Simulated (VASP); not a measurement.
# RbBr (Fm-3m) in VASP: a series of runs

One crystal, RbBr, is run at these levels: PBEsol; tasks: relaxation of the atoms.

All numbers are computed with VASP 6.6.1; they aren't measurements. Logs are shortened: lines on timing, memory, paths and dates and some standing lists are left out, and cuts for length are marked.

### Step 1. Starting point

It takes space group Fm-3m (No. 225, cubic). Conventional cell: a = 6.852 Å, b = 6.852 Å, c = 6.852 Å, α = 90.00°, β = 90.00°, γ = 90.00°. Rb (site symmetry m-3m) is surrounded by 6 Br at 3.43 Å. Br (site symmetry m-3m) is surrounded by 6 Rb at 3.43 Å.

### Step 2. Relaxation of the atoms, PBEsol

INCAR

```
SYSTEM = RbBr
PREC     = Accurate       ! precision mode
ENCUT    = 600            ! plane-wave cutoff, eV
EDIFF    = 1E-7           ! SCF threshold, eV
ISMEAR   = 0              ! smearing method
SIGMA    = 0.03           ! smearing width, eV
LREAL    = .False.        ! projectors in reciprocal space
LASPH    = .True.         ! aspherical terms in the spheres
NELM     = 80             ! most SCF steps
ALGO     = Fast           ! electronic algorithm
ISIF     = 2              ! what is computed and relaxed
LWAVE    = .False.        ! write WAVECAR
LCHARG   = .False.        ! write CHGCAR
GGA      = PS             ! functional
IBRION   = 2              ! ionic algorithm
NSW      = 40             ! ionic steps
EDIFFG   = -0.01          ! ionic threshold
```

KPOINTS

```
Automatic mesh
0
Gamma
  8 8 8
  0 0 0
```

POSCAR

```
RbBr                                    
1.0
    0.0000000000      3.4260584454      3.4260584454
    3.4260584454      0.0000000000      3.4260584454
    3.4260584454      3.4260584454     -0.0000000000
  Rb              Br            
     1     1
Direct
     1.0000000000000000    0.0000000000000000    0.0000000000000000
     0.5000000000000000    0.5000000000000000    0.5000000000000000
```

Potentials or basis: VASP PAW PBE potentials, release 64 (Rb_sv, Br).

Command:

```bash
$ cat potpaw_PBE.64/Rb_sv/POTCAR potpaw_PBE.64/Br/POTCAR > POTCAR
$ mpirun -np 1 vasp_std > vasp.out
```

OUTCAR:

```text
SYSTEM = RbBr
   PREC = Accurate
   ENCUT = 600
   EDIFF = 1E-7
   ISMEAR = 0
   LREAL = .False.
   LASPH = .True.
   NELM = 80
   ISIF = 2
   GGA = PS
   IBRION = 2
   NSW = 40
   EDIFFG = -0.01

 ion  position               nearest neighbor table
   1  0.000  0.000  0.000-   2 3.43   2 3.43   2 3.43   2 3.43   2 3.43   2 3.43
   2  0.500  0.500  0.500-   1 3.43   1 3.43   1 3.43   1 3.43   1 3.43   1 3.43

  LATTYP: Found a face centered cubic cell.
 ALAT       =     6.8521168908

  Lattice vectors:

 A1 = (   0.0000000000,   3.4260584454,   3.4260584454)
 A2 = (   3.4260584454,   0.0000000000,   3.4260584454)
 A3 = (   3.4260584454,   3.4260584454,   0.0000000000)

Analysis of symmetry for initial positions (statically):
=====================================================================
 Subroutine PRICEL returns:
 Original cell was already a primitive cell.

 Routine SETGRP: Setting up the symmetry group for a
 face centered cubic supercell.

 Subroutine GETGRP returns: Found 48 space group operations
 (whereof 48 operations were pure point group operations)
 out of a pool of 48 trial point group operations.

The static configuration has the point symmetry O_h .

Analysis of symmetry for dynamics (positions and initial velocities):
=====================================================================
 Subroutine PRICEL returns:
 Original cell was already a primitive cell.

 Routine SETGRP: Setting up the symmetry group for a
 face centered cubic supercell.

 Subroutine GETGRP returns: Found 48 space group operations
 (whereof 48 operations were pure point group operations)
 out of a pool of 48 trial point group operations.

The dynamic configuration has the point symmetry O_h .

 Subroutine INISYM returns: Found 48 space group operations
 (whereof 48 operations are pure point group operations),
 and found     1 'primitive' translations

----------------------------------------------------------------------------------------

                                     Primitive cell

  volume of cell :      80.4293

  direct lattice vectors                    reciprocal lattice vectors
     0.000000000  3.426058445  3.426058445    -0.145940301  0.145940301  0.145940301
     3.426058445  0.000000000  3.426058445     0.145940301 -0.145940301  0.145940301
     3.426058445  3.426058445  0.000000000     0.145940301  0.145940301 -0.145940301

  length of vectors
     4.845178319  4.845178319  4.845178319     0.252776016  0.252776016  0.252776016
[... 93 lines left out ...]
   NUPDOWN=      -1.0000    fix difference up-down
   EMIN   =  10.00;   EMAX   =-10.00  energy-range for DOS
   EFERMI =   0.00;   METHOD = LEGACY
   ISMEAR =     0;   SIGMA  =   0.03  broadening in eV -4-tet -1-fermi 0-gaus
   EFERMI_NEDOS =   21; number of points for ismear=-14 and -15
   IALGO  =     68    algorithm
   IMIX   =      4    mixing-type and parameters
     AMIX     =   0.40;   BMIX     =  1.00
     AMIX_MAG =   1.60;   BMIX_MAG =  1.00
  volume/ion in A,a.u.               =      40.21       271.38
  Fermi-wavevector in a.u.,A,eV,Ry     =   0.955675  1.805963 12.426391  0.913314
  Thomas-Fermi vector in A             =   2.084534
   LORBIT       =      0    0 simple, 1 ext, 2 COOP (PROOUT), +10 PAW based schemes
   GGA     = PS    functional components
   LHFCALC =     F    Hartree Fock is set to
   AEXX    =    0.0000 exact exchange contribution
   IVDW    =     0    specifies the selected vdW correction
   LEPSILON=     F    determine dielectric tensor
   LRPA    =     F    only Hartree local field effects (RPA)
 conjugate gradient relaxation of ions
 non-spin polarized calculation
 RMM-DIIS sequential band-by-band and
 Gauss-broadening in eV      SIGMA  =   0.03
  energy-cutoff  :      600.00
  volume of cell :       80.43
 maximum number of plane-waves:      2733
   NGX = 19   NGY = 19   NGZ = 19

 number of electron      16.0000001 magnetization

 Free energy of the ion-electron system (eV)
  ---------------------------------------------------
  ext. energy  EPLUGINS =         0.00000000
  ---------------------------------------------------
  free energy    TOTEN  =        -6.35543129 eV

  energy without entropy =       -6.35543129  energy(sigma->0) =       -6.35543129

 E-fermi :  -1.6275     XC(G=0):  -7.4087

 val. band max:       -1.8422149601   @ k =   0.0000   0.0000   0.0000
 cond. band min:       2.3721267009   @ k =   0.0000   0.0000   0.0000
 fundamental gap:      4.2143416610
 Fermi energy:        -1.6274868488

 k-point     1 :       0.0000    0.0000    0.0000
  band No.  band energies     occupation
      1     -26.1955      2.00000
      2     -14.0366      2.00000
      3     -10.2831      2.00000
      4     -10.2831      2.00000
      5     -10.2831      2.00000
      6      -1.8422      2.00000
      7      -1.8422      2.00000
      8      -1.8422      2.00000
      9       2.3721      0.00000
     10       5.3582      0.00000
     11       5.3582      0.00000
     12       5.3582      0.00000
[... 331 lines left out ...]
 k-point    24 :      -0.3750    0.2500    0.1250
  band No.  band energies     occupation
      1     -26.1844      2.00000
      2     -14.0447      2.00000
      3     -10.3541      2.00000
      4     -10.3396      2.00000
      5     -10.2646      2.00000
      6      -2.6304      2.00000
      7      -2.2041      2.00000
      8      -2.1823      2.00000
      9       5.0038      0.00000
     10       5.4665      0.00000
     11       6.9422      0.00000
     12       7.0738      0.00000

 [... further k-points ...]

------------------------ aborting loop because EDIFF is reached ----------------------------------------

  FORCE on cell =-STRESS in cart. coord.  units (eV):
  Direction    XX          YY          ZZ          XY          YZ          ZX
  --------------------------------------------------------------------------------------
  -------------------------------------------------------------------------------------
  Total       -0.0047918     -0.0047918     -0.0047918      0.0000000     -0.0000000      0.0000000
  in kB       -0.0954534     -0.0954534     -0.0954534      0.0000000     -0.0000000      0.0000000
  external PRESSURE =      -0.0954534 kB  Pullay stress =       0.0000000 kB

 VOLUME and BASIS-vectors are now :
 -----------------------------------------------------------------------------
  energy-cutoff  :      600.00
  volume of cell :       80.43
      direct lattice vectors                 reciprocal lattice vectors
     0.000000000  3.426058445  3.426058445    -0.145940301  0.145940301  0.145940301
     3.426058445  0.000000000  3.426058445     0.145940301 -0.145940301  0.145940301
     3.426058445  3.426058445  0.000000000     0.145940301  0.145940301 -0.145940301

 POSITION                                       TOTAL-FORCE (eV/Angst)
 -----------------------------------------------------------------------------------
      0.00000      0.00000      0.00000         0.000000     -0.000000     -0.000000
      3.42606      3.42606      3.42606        -0.000000      0.000000      0.000000
 -----------------------------------------------------------------------------------
    total drift:                                0.000000     -0.000000     -0.000000

  FREE ENERGIE OF THE ION-ELECTRON SYSTEM (eV)
  ---------------------------------------------------
  free  energy   TOTEN  =        -6.3554312861 eV

  energy  without entropy=       -6.3554312861  energy(sigma->0) =       -6.35543129

 reached required accuracy - stopping structural energy minimisation
```

OSZICAR:

```text
N       E                     dE             d eps       ncg     rms          rms(c)
DAV:   1     0.982576531446E+02    0.98258E+02   -0.72538E+03   696   0.127E+03
DAV:   2    -0.116738302213E-01   -0.98269E+02   -0.92724E+02  1032   0.201E+02
DAV:   3    -0.641662458555E+01   -0.64050E+01   -0.63706E+01   884   0.573E+01
DAV:   4    -0.655912115911E+01   -0.14250E+00   -0.14238E+00  1064   0.796E+00
[... 10 lines left out ...]
RMM:  15    -0.635543033813E+01   -0.10656E-05   -0.92945E-06   861   0.144E-02    0.926E-04
RMM:  16    -0.635543079185E+01   -0.45372E-06   -0.40779E-06   830   0.944E-03    0.124E-03
RMM:  17    -0.635543106386E+01   -0.27201E-06   -0.18806E-06   747   0.626E-03    0.466E-04
RMM:  18    -0.635543121868E+01   -0.15482E-06   -0.95068E-07   682   0.458E-03    0.413E-04
RMM:  19    -0.635543128606E+01   -0.67385E-07   -0.52910E-07   586   0.324E-03
   1 F= -.63554313E+01 E0= -.63554313E+01  d E =-.635543E+01
```

CONTCAR:

```text
RbBr
   1.00000000000000
     0.0000000000000000    3.4260584453999998    3.4260584453999998
     3.4260584453999998    0.0000000000000000    3.4260584453999998
     3.4260584453999998    3.4260584453999998    0.0000000000000000
  Rb              Br
     1     1
Direct
     0.0000000000000000    0.0000000000000000    0.0000000000000000
     0.5000000000000000    0.5000000000000000    0.5000000000000000

  0.00000000E+00  0.00000000E+00  0.00000000E+00
  0.00000000E+00  0.00000000E+00  0.00000000E+00
```

It took 35 s on 1 thread of AMD EPYC 9R45 (Zen 5), shared host; peak memory 0.22 GiB.

Results:

```yaml
Free_energy: -6.3554 eV
Pressure_after_relaxing: 0.0 GPa
Band_gap_on_the_k_mesh: 4.21 eV, direct
```

Final structure:
```
Rb Br
1.0
     0.00000    3.42606    3.42606
     3.42606    0.00000    3.42606
     3.42606    3.42606    0.00000
Rb Br
1 1
Direct
  0.00000 0.00000 0.00000
  0.50000 0.50000 0.50000
```

Caveat: the relaxation stopped at its first step, so nothing moved; the PAW data sets were made with another functional, which shifts forces and pressure a little. A hybrid or GW would open this gap; PBEsol tends to underestimate it.

### Step 3. Relaxation of the atoms, PBEsol (a relaxed cell with its volume scaled by 1.02)

INCAR is that of step 2.

KPOINTS is that of step 2.

POSCAR

```
RbBr                                    
1.0
    0.0000000000      3.4487482354      3.4487482354
    3.4487482354      0.0000000000      3.4487482354
    3.4487482354      3.4487482354     -0.0000000000
  Rb              Br            
     1     1
Direct
     1.0000000000000000    0.0000000000000000    0.0000000000000000
     0.5000000000000000    0.5000000000000000    0.5000000000000000
```

Potentials or basis: VASP PAW PBE potentials, release 64 (Rb_sv, Br).

Command:

```bash
$ cat potpaw_PBE.64/Rb_sv/POTCAR potpaw_PBE.64/Br/POTCAR > POTCAR
$ mpirun -np 1 vasp_std > vasp.out
```

It took 35 s on 1 thread of AMD EPYC 9R45 (Zen 5), shared host; peak memory 0.22 GiB.

It converged, with:

* Free energy: -6.3540 eV
* Pressure after relaxing: -0.3 GPa
* Band gap on the k mesh: 4.17 eV, direct

Final structure:
```cif
data_structure
_symmetry_space_group_name_H-M 'P 1'
_symmetry_Int_Tables_number 1
_cell_length_a 4.8773
_cell_length_b 4.8773
_cell_length_c 4.8773
_cell_angle_alpha 60.000
_cell_angle_beta 60.000
_cell_angle_gamma 60.000
_cell_volume 82.04
loop_
_atom_site_label
_atom_site_type_symbol
_atom_site_fract_x
_atom_site_fract_y
_atom_site_fract_z
_atom_site_occupancy
Rb1 Rb 0.00000 0.00000 0.00000 1
Br1 Br 0.50000 0.50000 0.50000 1
```

Levels at points of the mesh, in eV from the valence-band top:
```csv
k point,band 4,band 5,band 6,band 7,band 8,band 9,band 10,band 11,band 12
"(0.00, 0.00, 0.00)",-8.48,-8.48,0.00,0.00,0.00,4.17,7.20,7.20,7.20
"(0.50, 0.00, 0.00)",-8.49,-8.44,-0.98,-0.35,-0.35,6.63,7.55,9.38,9.41
"(0.50, 0.50, 0.00)",-8.55,-8.55,-0.48,-0.16,-0.16,5.52,6.95,8.96,9.12
```

Caveat: the relaxation stopped at its first step, so nothing moved; the PAW data sets were made with another functional, which shifts forces and pressure a little. A k mesh can miss the band edges.
